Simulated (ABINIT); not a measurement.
# NbP (I4_1md) in ABINIT: convergence with k mesh

Aim: find how far k mesh must go before the results for NbP settle, at LDA. This setting moves, with any that are tied to it; all else stays.

Program: ABINIT 10.8.3 (patched build). These are calculated values, not measurements. Logs are shortened: lines on timing, memory, paths and dates and some standing lists are left out, and cuts for length are marked. The log counts tension as positive stress, the text compression.

## (1) Starting point

The structure is tetragonal, space group I4_1md (No. 109). Conventional cell: a = 3.350 Å, b = 3.350 Å, c = 11.480 Å, α = 90.00°, β = 90.00°, γ = 90.00°. Nb (site symmetry 2mm) has 6 P at 2.55 Å as nearest neighbours. Around P (site symmetry 2mm) lie 6 Nb at 2.55 Å.

The cell is a database's computed one.

## (2) With k mesh 2 × 2 × 2

Contents of run.abi:

```
# Pseudopotentials
pp_dirpath "./"
pseudos "Nb.GGA_PBE-JTH.xml, P.GGA_PBE-JTH.xml"

# Structure
acell 11.7345111355 11.7345111355 11.7345111355
rprim
    -0.2697297053     0.2697297053     0.9243872414
     0.2697297053    -0.2697297053     0.9243872414
     0.2697297053     0.2697297053    -0.9243872414
ntypat 2
znucl 41 15
natom 4
typat 1 1 2 2
xcart
     3.1651462306     0.0000000000     5.4210302089
     0.0000000000     0.0000000000    10.8446463980
     0.0000000000     3.1651462306     7.2187847690
     0.0000000000     0.0000000000     1.7951685799

# Plane-wave basis
ecut 20.0
pawecutdg 40.0

# k points
kptopt 1
ngkpt 2 2 2
nshiftk 1
shiftk 0.0 0.0 0.0

# Exchange and correlation
ixc 7

# Bands and occupations
nband 22
occopt 3
tsmear 0.1 eV

# SCF cycle
nstep 100
tolvrs 1.0e-9

# Output
iomode 3
prtwf 0
prtden 0
prteig 0
prtebands 0
enunit 2
```

Potentials or basis: JTH PAW PBE v2.0.

Command:

```
> abinit run.abi > log 2>&1
```

run.abo:

```text
.Version 10.8.3 of ABINIT
 Symmetries : space group I4_1 m d (#109); Bravais tI (body-center tetrag.)
================================================================================
 Values of the parameters that define the memory need of the present run
     intxc =       0    ionmov =       0      iscf =      17    lmnmax =      18
     lnmax =       6     mgfft =      48  mpssoang =       3    mqgrid =    3001
     natom =       4  nloc_mem =       2    nspden =       1   nspinor =       1
    nsppol =       1      nsym =       8    n1xccc =       1    ntypat =       2
    occopt =       3   xclevel =       1
       mpw =         931          nfft =      110592          nkpt =           4
 PAW method is used; the additional fine FFT grid is defined by:
   mgfftf=        72    nfftf =    373248
================================================================================
================================================================================

--------------------------------------------------------------------------------
------------- Echo of variables that govern the present computation ------------
--------------------------------------------------------------------------------
 -outvars: echo values of preprocessed input variables --------
            acell      1.1734511136E+01  1.1734511136E+01  1.1734511136E+01 Bohr
              amu      9.29063800E+01  3.09737620E+01
             ecut      2.00000000E+01 Hartree
           enunit           2
              ixc           7
         kptrlatt        2    0    0      0    2    0      0    0    2
          kptrlen      1.26605849E+01
            natom           4
            nband          22
            ngfft          48      48      48
          ngfftdg          72      72      72
             nkpt           4
            nstep         100
             nsym           8
           ntypat           2
           occopt           3
        pawecutdg      4.00000000E+01 Hartree
           prtden           0
        prtebands           0
           prteig           0
            prtwf           0
            rprim     -2.6972970530E-01  2.6972970530E-01  9.2438724140E-01
                       2.6972970530E-01 -2.6972970530E-01  9.2438724140E-01
                       2.6972970530E-01  2.6972970530E-01 -9.2438724140E-01
          spgroup         109
           tolvrs      1.00000000E-09
           tsmear      3.67493222E-03 Hartree
            typat      1  1  2  2
           useylm           1
           xangst      1.6749232532E+00 -1.0100290045E-16  2.8686856443E+00
                       4.8159473976E-11 -3.3801412630E-17  5.7387397302E+00
                       4.8159658678E-11  1.6749232532E+00  3.8200163876E+00
                       4.8159471664E-11 -3.1490071921E-17  9.4996230169E-01
            xcart      3.1651462305E+00 -1.9086781978E-16  5.4210302091E+00
                       9.1008216182E-11 -6.3875412540E-17  1.0844646398E+01
                       9.1008565219E-11  3.1651462304E+00  7.2187847690E+00
                       9.1008211814E-11 -5.9507611616E-17  1.7951685801E+00
             xred      2.4988080002E-01  7.4988080004E-01  5.0000000001E-01
[... 164 lines left out ...]
 length scales= 11.734511135500 11.734511135500 11.734511135500 bohr
              =  6.209635869781  6.209635869781  6.209635869781 angstroms
 Fermi (or HOMO) energy (hartree) =   0.45541   Average Vxc (hartree)=  -0.44546
 Eigenvalues (hartree) for nkpt=   4  k points:
 kpt#   1, nband= 22, wtk=  0.12500, kpt=  0.0000  0.0000  0.0000 (reduced coord)
  -1.56300   -1.56165   -0.68987   -0.68481   -0.68481   -0.68209   -0.68209   -0.67589
  -0.00605    0.08271    0.23234    0.34329    0.37435    0.37709    0.37709    0.39216
   0.40770    0.40770    0.48300    0.51017    0.55281    0.57154
      occupation numbers for kpt#   1
   2.00000    2.00000    2.00000    2.00000    2.00000    2.00000    2.00000    2.00000
   2.00000    2.00000    2.00000    2.00000    2.00000    2.00000    2.00000    2.00000
   2.00000    2.00000    0.00110    0.00000    0.00000    0.00000
 prteigrs : prtvol=0 or 1, do not print more k-points.

 Fermi (or HOMO) energy (eV) =  12.39221   Average Vxc (eV)= -12.12147
 Eigenvalues (   eV  ) for nkpt=   4  k points:
 kpt#   1, nband= 22, wtk=  0.12500, kpt=  0.0000  0.0000  0.0000 (reduced coord)
 -42.53136  -42.49461  -18.77220  -18.63450  -18.63450  -18.56051  -18.56051  -18.39198
  -0.16464    2.25077    6.32223    9.34139   10.18646   10.26105   10.26105   10.67130
  11.09400   11.09400   13.14298   13.88253   15.04274   15.55248
 prteigrs : prtvol=0 or 1, do not print more k-points.

--- !EnergyTerms
iteration_state     : {dtset: 1, }
comment             : Components of total free energy in Hartree
kinetic             :  3.14866815996165E+01
hartree             :  2.22224545695009E+01
xc                  : -1.77276213431606E+01
Ewald energy        : -1.07670133743522E+02
psp_core            :  2.66744044464501E+00
local_psp           : -9.21017789705344E+01
PAW spherical_terms :  3.21958580238594E+01
internal            : -1.28927099419596E+02
'-kT*entropy'       : -5.23637494673887E-03
total_energy        : -1.28932335794542E+02
total_energy_eV     : -3.50842758890181E+03
...

--- !EnergyTermsDC
iteration_state     : {dtset: 1, }
comment             : '"Double-counting" decomposition of free energy'
band_energy         : -8.60208558930688E+00
Ewald energy        : -1.07670133743522E+02
psp_core            :  2.66744044464501E+00
xc_dc               : -1.94482502785093E+01
PAW spherical_terms :  4.12592860372787E+00
internal            : -1.28927100562966E+02
'-kT*entropy'       : -5.23637494673887E-03
total_energy_dc     : -1.28932336937912E+02
total_energy_dc_eV  : -3.50842762001450E+03
...

--- !EnergyTermsWithPAWCore
iteration_state     : {dtset: 1, }
comment             : 'Components of total free energy, including PAW core contributions'
Total energy        : -8.31407231433295E+03
Total energy DC     : -8.31407231547632E+03
Total energy (eV)   : -2.26237433022331E+05
Total energy DC (eV): -2.26237433053444E+05
...

 Cartesian components of stress tensor (hartree/bohr^3)
  sigma(1 1)=  2.65399775E-04  sigma(3 2)=  0.00000000E+00
  sigma(2 2)=  2.65399775E-04  sigma(3 1)=  0.00000000E+00
  sigma(3 3)=  5.17528837E-05  sigma(2 1)=  0.00000000E+00

-Cartesian components of stress tensor (GPa)         [Pressure= -5.7131E+00 GPa]
- sigma(1 1)=  7.80833097E+00  sigma(3 2)=  0.00000000E+00
- sigma(2 2)=  7.80833097E+00  sigma(3 1)=  0.00000000E+00
- sigma(3 3)=  1.52262241E+00  sigma(2 1)=  0.00000000E+00

== END DATASET(S) ==============================================================
================================================================================

 -outvars: echo values of variables after computation  --------
            acell      1.1734511136E+01  1.1734511136E+01  1.1734511136E+01 Bohr
           etotal     -1.2893233694E+02
            fcart      4.8733181240E-19 -5.9687036009E-19 -4.4851860368E-03
                      -6.0880931328E-19  4.1711990209E-20 -4.4851860368E-03
                      -4.8733181240E-19  1.6318949109E-19  4.4851860368E-03
                       6.0880931328E-19  3.9196887878E-19  4.4851860368E-03
            rprim     -2.6972970530E-01  2.6972970530E-01  9.2438724140E-01
                       2.6972970530E-01 -2.6972970530E-01  9.2438724140E-01
                       2.6972970530E-01  2.6972970530E-01 -9.2438724140E-01
           strten      2.6539977516E-04  2.6539977516E-04  5.1752883727E-05
                       0.0000000000E+00  0.0000000000E+00  0.0000000000E+00
           xangst      1.6749232532E+00 -1.0100290045E-16  2.8686856443E+00
                       4.8159473976E-11 -3.3801412630E-17  5.7387397302E+00
                       4.8159658678E-11  1.6749232532E+00  3.8200163876E+00
                       4.8159471664E-11 -3.1490071921E-17  9.4996230169E-01
             xred      2.4988080002E-01  7.4988080004E-01  5.0000000001E-01
                       4.9988080002E-01  4.9988080004E-01  1.4376611013E-11
                       8.3274777001E-01  3.3274777003E-01  5.0000000001E-01
                       8.2747770013E-02  8.2747770027E-02  1.4376611013E-11
 Calculation completed.
```

It took 8 s on 1 thread of Arm Neoverse V2, shared host; peak memory 0.18 GiB.

Results:

```yaml
Free_energy: -3508.4276 eV
Pressure: -5.7 GPa
Largest_force: 0.231 eV/Å
Valence_electrons_inside_the_program's_atomic_spheres: Nb 10.13; P 1.62
```

## (3) With k mesh 3 × 3 × 3

run.abi: that of step 2 with these lines changed.

```diff
@@ -26,3 +26,3 @@
 kptopt 1
-ngkpt 2 2 2
+ngkpt 3 3 3
 nshiftk 1
```

Potentials or basis: JTH PAW PBE v2.0.

Command:

```
> abinit run.abi > log 2>&1
```

Wall time 15 s (1 thread of Arm Neoverse V2, shared host); peak memory 0.19 GiB.

Results (log left out):

| Property | Result |
| --- | --- |
| Free energy | -3509.0338 eV |
| Pressure | -8.0 GPa |
| Largest force | 0.009 eV/Å |
| Valence electrons inside the program's atomic spheres | Nb 10.15; P 1.61 |

## (4) With k mesh 4 × 4 × 4

run.abi: that of step 3 with these lines changed.

```diff
@@ -26,3 +26,3 @@
 kptopt 1
-ngkpt 3 3 3
+ngkpt 4 4 4
 nshiftk 1
```

Command:

```
> abinit run.abi > log 2>&1
```

It took 28 s on 1 thread of Arm Neoverse V2, shared host; peak memory 0.19 GiB.

It converged, with:

* Free energy: -3509.1238 eV
* Pressure: -8.7 GPa
* Largest force: 0.014 eV/Å
* Band gap on the k mesh: none (metal or under the smearing width)
* Valence electrons inside the program's atomic spheres: Nb 10.16; P 1.61

## (5) With k mesh 5 × 5 × 5

run.abi: that of step 4 with these lines changed.

```diff
@@ -26,3 +26,3 @@
 kptopt 1
-ngkpt 4 4 4
+ngkpt 5 5 5
 nshiftk 1
```

Command:

```
> abinit run.abi > log 2>&1
```

It took 44 s on 1 thread of Arm Neoverse V2, shared host; peak memory 0.2 GiB.

Results (log left out):

```
Free energy                                           : -3509.1926 eV
Pressure                                              : -8.9 GPa
Band gap on the k mesh                                : none (metal or under the smearing width)
Valence electrons inside the program's atomic spheres : Nb 10.16; P 1.61
```

## (6) With k mesh 7 × 7 × 7

run.abi: that of step 5 with these lines changed.

```diff
@@ -26,3 +26,3 @@
 kptopt 1
-ngkpt 5 5 5
+ngkpt 7 7 7
 nshiftk 1
```

Potentials or basis: JTH PAW PBE v2.0.

Command:

```
> abinit run.abi > log 2>&1
```

Run time: 91 s. Hardware: 1 thread of Arm Neoverse V2, shared host; peak memory 0.22 GiB.

It converged, with:

```
Free energy                                           : -3509.2306 eV
Pressure                                              : -9.1 GPa
Largest force                                         : 0.014 eV/Å
Band gap on the k mesh                                : none (metal or under the smearing width)
Valence electrons inside the program's atomic spheres : Nb 10.16; P 1.60
```

## (7) With k mesh 8 × 8 × 8

run.abi: that of step 6 with these lines changed.

```diff
@@ -26,3 +26,3 @@
 kptopt 1
-ngkpt 7 7 7
+ngkpt 8 8 8
 nshiftk 1
```

Command:

```
> abinit run.abi > log 2>&1
```

Wall time 2.2 min (1 thread of Arm Neoverse V2, shared host); peak memory 0.24 GiB.

It converged, with:

```yaml
Free_energy: -3509.2346 eV
Pressure: -9.1 GPa
Largest_force: 0.014 eV/Å
Band_gap_on_the_k_mesh: none (metal or under the smearing width)
Valence_electrons_inside_the_program's_atomic_spheres: Nb 10.16; P 1.60
```

## (8) With k mesh 9 × 9 × 9

run.abi: that of step 7 with these lines changed.

```diff
@@ -26,3 +26,3 @@
 kptopt 1
-ngkpt 8 8 8
+ngkpt 9 9 9
 nshiftk 1
```

Command:

```
> abinit run.abi > log 2>&1
```

Wall time 3 min (1 thread of Arm Neoverse V2, shared host); peak memory 0.27 GiB.

The run converged. Its results:

- Free energy: -3509.2380 eV
- Pressure: -9.2 GPa
- Largest force: 0.010 eV/Å
- Band gap on the k mesh: none (metal or under the smearing width)
- Valence electrons inside the program's atomic spheres: Nb 10.16; P 1.60

## (9) With k mesh 11 × 11 × 11

run.abi: that of step 8 with these lines changed.

```diff
@@ -26,3 +26,3 @@
 kptopt 1
-ngkpt 9 9 9
+ngkpt 11 11 11
 nshiftk 1
```

Potentials or basis: JTH PAW PBE v2.0.

Command:

```
> abinit run.abi > log 2>&1
```

Run time: 4.9 min. Hardware: 1 thread of Arm Neoverse V2, shared host; peak memory 0.33 GiB.

It converged, with:

* Free energy: -3509.2412 eV
* Pressure: -9.2 GPa
* Largest force: 0.012 eV/Å
* Band gap on the k mesh: none (metal or under the smearing width)
* Valence electrons inside the program's atomic spheres: Nb 10.16; P 1.60

## (10) With k mesh 14 × 14 × 14

run.abi: that of step 9 with these lines changed.

```diff
@@ -26,3 +26,3 @@
 kptopt 1
-ngkpt 11 11 11
+ngkpt 14 14 14
 nshiftk 1
```

Command:

```
> abinit run.abi > log 2>&1
```

Run time: 9 min. Hardware: 1 thread of Arm Neoverse V2, shared host; peak memory 0.46 GiB.

It converged, with:

```
Free energy                                           : -3509.2427 eV
Pressure                                              : -9.2 GPa
Largest force                                         : 0.012 eV/Å
Band gap on the k mesh                                : none (metal or under the smearing width)
Valence electrons inside the program's atomic spheres : Nb 10.16; P 1.60
```

## (11) Summary

```
      k mesh  energy less the tightest run, at zero smearing (meV/atom)  pressure (GPa)  largest force (eV/Å)  SCF cycles  CPU time (s)  peak memory (GiB)
   2 × 2 × 2                                                     218.11           -5.71                 0.231          11             8               0.18
   3 × 3 × 3                                                      55.74           -7.97                 0.009          10            15               0.19
   4 × 4 × 4                                                      35.29           -8.69                 0.014          10            28               0.19
   5 × 5 × 5                                                      14.95           -8.94                 0.003          10            44                0.2
   7 × 7 × 7                                                       4.13           -9.11                 0.014          10            91               0.22
   8 × 8 × 8                                                       2.95           -9.13                 0.014          10           130               0.24
   9 × 9 × 9                                                       1.83           -9.16                 0.010          10           180               0.27
11 × 11 × 11                                                       0.65           -9.19                 0.012          10           290               0.33
14 × 14 × 14                                                       0.00           -9.20                 0.012          10           540               0.46
```

Against the tightest run, the energy stays within 1 meV/atom from 11 × 11 × 11 on; the pressure stays within 0.1 GPa from 7 × 7 × 7 on; the largest force stays within 0.005 eV/Å from 7 × 7 × 7 on. Meshes of other sizes hit other points, so gaps and Fermi surfaces needn't settle smoothly. The tightest run that finished is the yardstick and may itself not be fully converged.

Caveats: the PAW data sets were made with another functional, which shifts forces and pressure a little.
